A mesh that divides each in-plane reciprocal vector into 8 parts has no point one third of the way along, because 8 is not a multiple of 3. In wurtzite boron nitride that matters: the lowest empty state is known to lie at K, a corner of the hexagonal zone with in-plane coordinates (1/3, 1/3). The "gap on mesh" is the distance from the highest filled to the lowest empty level among the points sampled. It is therefore an upper bound to the band gap that each functional would give for the one fixed cell used in all rows. Relaxing the cell with each functional would change the gaps somewhat.

Plane-wave DFT calculations with PAW potentials in Ansatz 0.2.0 for wurtzite BN, with the same four-atom cell (a = 2.536 Å, c = 4.199 Å) and fixed atoms in every row. All runs use an unshifted 8 × 8 × 5 k mesh and fixed occupations, without spin polarization. The gap is taken between the highest filled and lowest empty levels on that mesh.

| functional | wave cutoff | density cutoff | gap on mesh (eV) |
| --- | --- | --- | --- |
| PBE | 420 eV | 1680 eV | 5.539 |
| PBEsol | 420 eV | 1680 eV | 5.316 |
| RPBE | 420 eV | 1680 eV | 5.613 |
| BLYP | 420 eV | 1680 eV | 5.916 |
| r2SCAN | 500 eV | 2000 eV | 6.095 |

The size of the error can be estimated from the band's curvature. The mesh point (3/8, 3/8) differs from K by 1/24 of each in-plane reciprocal vector, which for a cell edge a = 2.536 Å is a distance k = π/(6a) ≈ 0.21 Å⁻¹. An electron with the free-electron mass m gains ħ²k²/2m ≈ 3.8 eV Å² × (0.21 Å⁻¹)² ≈ 0.2 eV over that distance. The true band may be steeper or flatter, so this gives only the order of magnitude. A band mass of m/3, which would not be unusual in a semiconductor, would triple the estimate to about 0.5 eV. All five functionals share the mesh and the atoms, so most of the error should cancel when their gaps are compared.

The comparison gives a clear order, from PBEsol at 5.32 eV through PBE, RPBE and BLYP to r2SCAN at 6.10 eV. The first four use the density and its gradient; r2SCAN also uses the kinetic-energy density of the orbitals. Yet the four gradient functionals alone spread over 0.60 eV, slightly more than the step of 0.56 eV from PBE to r2SCAN. Which gradient functional one starts from can matter as much as whether one climbs to the next level.

The order of the first three can be understood from the limit of a uniform density. There the gradient vanishes, and PBEsol, PBE and RPBE become the same functional. When the density varies, the gradient term in exchange deepens the potential where the density peaks and raises it where the density has a minimum. Filled states sit largely on the peaks, near nitrogen and along the bonds, while empty states reach further into the thin regions. A stronger gradient term in exchange should therefore widen the gap.

The directions of the steps fit this picture. For small gradients PBEsol has only about half of PBE's exchange coefficient, and its gap is 0.22 eV lower. Its gradient term in correlation, which works against the one in exchange, is weaker too, so the net change is smaller than the halving suggests. RPBE shares PBE's small-gradient limit and departs from it mainly where the gradient is large compared with the density. Such regions should carry little weight in a compact crystal with short bonds, which would explain why the gap rises by only 0.07 eV.

BLYP lies 0.30 eV above RPBE, and here the simple argument loses its grip. BLYP replaces both exchange and correlation with expressions of a different form, and its correlation part does not return to that of the uniform electron gas when the gradient vanishes. How much of the step belongs to each change is open.

For r2SCAN there is a further reason to expect a wider gap. Its potential acts differently on different orbitals, so its band gap includes part of the jump in potential that an added electron feels, which a purely density-dependent potential leaves out. Its wave cutoff, the highest kinetic energy of the plane waves, is also larger than in the other rows. The influence of that setting on the gap is untested, though probably small beside the step from PBE.

A change of functional is also more than a uniform lift of the empty bands. From PBEsol to BLYP the gap on the mesh grows by 0.60 eV, but the direct gap at Γ, the zone centre, grows by only 0.18 eV. A correction found for the smallest gap should therefore not be carried over to direct optical transitions.

If one needs to know only that the material is a wide-gap insulator, any of the five functionals will do. If 0.5 eV matters, PBE and r2SCAN are no longer interchangeable. If 0.1 eV matters, only PBE and RPBE agree well enough, and their agreement is no proof of accuracy. For an absolute gap the mesh must first include K; otherwise its overestimate can hide part of the usual underestimate by semilocal functionals.

The mesh is a cheap thing to repair. A 9 × 9 division in the plane contains both Γ and K and has 81/64 ≈ 1.27 times as many points before symmetry is used. The higher cutoff of r2SCAN brings (500/420)^1.5 ≈ 1.30 times as many plane waves, besides the work for its orbital-dependent term. A hybrid functional, which mixes in exact exchange, would usually open the gap further and is the better choice when its absolute value counts. Its exchange term couples pairs of k points, so doubling their number makes that part about four times as costly.
